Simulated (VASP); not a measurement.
Here is a VASP 6.6.1 calculation.

File POSCAR:

```
ZnO
1.0
    3.2493080000      0.0000000000      0.0000000000
   -1.6246540000      2.8139832727      0.0000000000
    0.0000000000      0.0000000000      5.2057090000
Zn O
2 2
Direct
    0.6666666667      0.3333333333      0.0000000000
    0.3333333333      0.6666666667      0.5000000000
    0.3333333333      0.6666666667      0.8790100000
    0.6666666667      0.3333333333      0.3790100000
```

INCAR.step1

```
SYSTEM = ZnO
PREC     = Accurate       ! precision mode
ENCUT    = 520            ! plane-wave cutoff, eV
EDIFF    = 1E-5           ! SCF threshold, eV
ISMEAR   = 0              ! smearing method
SIGMA    = 0.02           ! smearing width, eV
LREAL    = .FALSE.        ! projectors in reciprocal space
LASPH    = .TRUE.         ! aspherical terms in the spheres
NELM     = 60             ! most SCF steps
ALGO     = Normal         ! electronic algorithm
ISIF     = 2              ! what is computed and relaxed
LWAVE    = .TRUE.         ! write WAVECAR
LCHARG   = .FALSE.        ! write CHGCAR
GGA      = PE             ! functional
KPAR     = 4
```

File INCAR.step2:

```
SYSTEM = ZnO
PREC     = Accurate       ! precision mode
ENCUT    = 520            ! plane-wave cutoff, eV
EDIFF    = 1E-6           ! SCF threshold, eV
ISMEAR   = 0              ! smearing method
SIGMA    = 0.02           ! smearing width, eV
LREAL    = .FALSE.        ! projectors in reciprocal space
LASPH    = .TRUE.         ! aspherical terms in the spheres
NELM     = 60             ! most SCF steps
ALGO     = Normal         ! electronic algorithm
ISIF     = 2              ! what is computed and relaxed
LWAVE    = .FALSE.        ! write WAVECAR
LCHARG   = .FALSE.        ! write CHGCAR
GGA      = PE             ! functional
LHFCALC  = .TRUE.         ! exact exchange
HFSCREEN = 0.2            ! screening, 1/A
PRECFOCK = Fast         
ISTART   = 1            
KPAR     = 4
```

File KPOINTS:

```
regular mesh
0
G
  6 6 4
  0 0 0
```

The input KPOINTS_OPT:

```
path GMKGALHA,LM,KH
8
line-mode
reciprocal
 0.0000000000  0.0000000000  0.0000000000  G
 0.5000000000  0.0000000000  0.0000000000  M

 0.5000000000  0.0000000000  0.0000000000  M
 0.3333333333  0.3333333333  0.0000000000  K

 0.3333333333  0.3333333333  0.0000000000  K
 0.0000000000  0.0000000000  0.0000000000  G

 0.0000000000  0.0000000000  0.0000000000  G
 0.0000000000  0.0000000000  0.5000000000  A

 0.0000000000  0.0000000000  0.5000000000  A
 0.5000000000  0.0000000000  0.5000000000  L

 0.5000000000  0.0000000000  0.5000000000  L
 0.3333333333  0.3333333333  0.5000000000  H

 0.3333333333  0.3333333333  0.5000000000  H
 0.0000000000  0.0000000000  0.5000000000  A

 0.5000000000  0.0000000000  0.5000000000  L
 0.5000000000  0.0000000000  0.0000000000  M

 0.3333333333  0.3333333333  0.0000000000  K
 0.3333333333  0.3333333333  0.5000000000  H
```

Potentials or basis: VASP PAW PBE potentials, release 64 (Zn, O).

The run is started by

```sh
$ cat potpaw_PBE.64/Zn/POTCAR potpaw_PBE.64/O/POTCAR > POTCAR
$ cp INCAR.step1 INCAR
$ mpirun -np 4 vasp_std > vasp.out
$ cp INCAR.step2 INCAR
$ mpirun -np 4 vasp_std > vasp.out
```

(1) What does it give for the pressure?

(2) Estimate the band gap on the k mesh.

Results:

(1) 1.7 GPa.

(2) 2.50 eV, direct.

Caveat: the PAW data sets were made with another functional, which shifts forces and pressure a little.

**Measured values to compare with.**

“Electronic structure of alkaline earth and post-transition metal oxides”, 2009, arxiv:0908.1581 quotes, for a bulk crystal of ZnO: band gap 3.37 eV.

A measured gap of ZnO is 3.37 eV (quoted in “Electronic structure of alkaline earth and post-transition metal oxides”, 2009, arxiv:0908.1581); the calculated 2.50 eV misses it by -0.87 eV. The value is that of HSE06, without temperature or zero-point motion.
